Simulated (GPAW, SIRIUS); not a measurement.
Given: the input of a run of SIRIUS 7.10.0 on Ag. This isn't the form of Ag at room conditions, which is fcc.

sirius.json

```json
{
  "control": {
    "processing_unit": "cpu",
    "verbosity": 2,
    "num_bands_to_print": 28,
    "print_forces": true,
    "print_stress": true
  },
  "parameters": {
    "electronic_structure_method": "pseudopotential",
    "xc_functionals": ["XC_GGA_X_PBE_SOL", "XC_GGA_C_PBE_SOL"],
    "gk_cutoff": 9.1,
    "pw_cutoff": 18.2,
    "ngridk": [10, 10, 6],
    "shiftk": [0, 0, 0],
    "smearing": "fermi_dirac",
    "smearing_width": 0.0018374661,
    "num_bands": 28,
    "num_mag_dims": 0,
    "num_dft_iter": 100,
    "energy_tol": 1e-08,
    "density_tol": 1e-06
  },
  "iterative_solver": {
    "type": "davidson",
    "min_tolerance": 1e-09,
    "tolerance_scale": [0.1, 0.25]
  },
  "mixer": {
    "type": "anderson",
    "beta": 0.7,
    "max_history": 8
  },
  "settings": {
    "tol_ne": 1e-10,
    "pseudo_grid_cutoff": 6.5
  },
  "unit_cell": {
    "lattice_vectors": [
      [5.536897545154, 0.0, 0.0],
      [-2.768448772577, 4.795093932277, 0.0],
      [0.0, 0.0, 9.051788136957]
    ],
    "atom_coordinate_units": "lattice",
    "atom_types": ["Ag"],
    "atom_files": {
      "Ag": "Ag.json"
    },
    "atoms": {
      "Ag": [
        [0.6666666667, 0.3333333333, 0.75],
        [0.3333333333, 0.6666666667, 0.25]
      ]
    }
  }
}
```

Potentials or basis: PseudoDojo 0.4.1 PBEsol standard (scalar relativistic).

Launch:

```bash
$ upf_to_json Ag.upf
$ OMP_NUM_THREADS=1 sirius.scf --input=sirius.json --output=out.json --task=0
```

Problem. Set up the same calculation for GPAW 26.7.0 (ASE script). Potentials or basis there: PAW data sets generated for this functional, cutoff 600 eV.

Solution. As run (cutoffs and basis follow the program's own potentials, and thresholds, step limits or extra output files can differ):

The input run.py:

```python
from ase import Atoms
from ase.dft.bandgap import bandgap
from ase.io import write
from ase.units import GPa
from gpaw import GPAW, PW, setup_paths

setup_paths.insert(0, '.')

atoms = Atoms(['Ag', 'Ag'],
              cell=[[2.93, 0.0, 0.0],
                    [-1.465, 2.5374544331, 0.0],
                    [0.0, 0.0, 4.79]],
              scaled_positions=[[0.6666666667, 0.3333333333, 0.75],
                                [0.3333333333, 0.6666666667, 0.25]],
              pbc=True)

calc = GPAW(mode=PW(600),
            xc='PBEsol',
            kpts={'size': (10, 10, 6), 'gamma': True},
            occupations={'name': 'fermi-dirac', 'width': 0.05},
            nbands=31,
            convergence={'density': 1e-05, 'energy': 1e-05},
            maxiter=150,
            txt='gpaw.txt')
atoms.calc = calc
energy = atoms.get_potential_energy()
forces = atoms.get_forces()
stress = atoms.get_stress()
calc.write('gs.gpw')
write('result.traj', atoms)
print(f'Energy: {energy:.6f} eV')
print('Forces (eV/A):')
print(forces.round(4))
print('Stress (GPa):', (stress / GPa).round(3))
print('Fermi level:', round(calc.get_fermi_level(), 4), 'eV')
print(f'Gap: {bandgap(calc)[0]:.4f} eV, direct: {bandgap(calc, direct=True)[0]:.4f} eV')
```

Potentials or basis: PAW data sets generated in the run's folder for this functional, pw.

Command:

```bash
$ gpaw-setup -f PBEsol Ag
$ OMP_NUM_THREADS=1 python run.py
```

Both were run:

|  | SIRIUS | GPAW |
| --- | --- | --- |
| Pressure | -6.3 GPa | -6.1 GPa |

The potentials hold 38 and 34 valence electrons a cell.

Pressure is positive in compression.
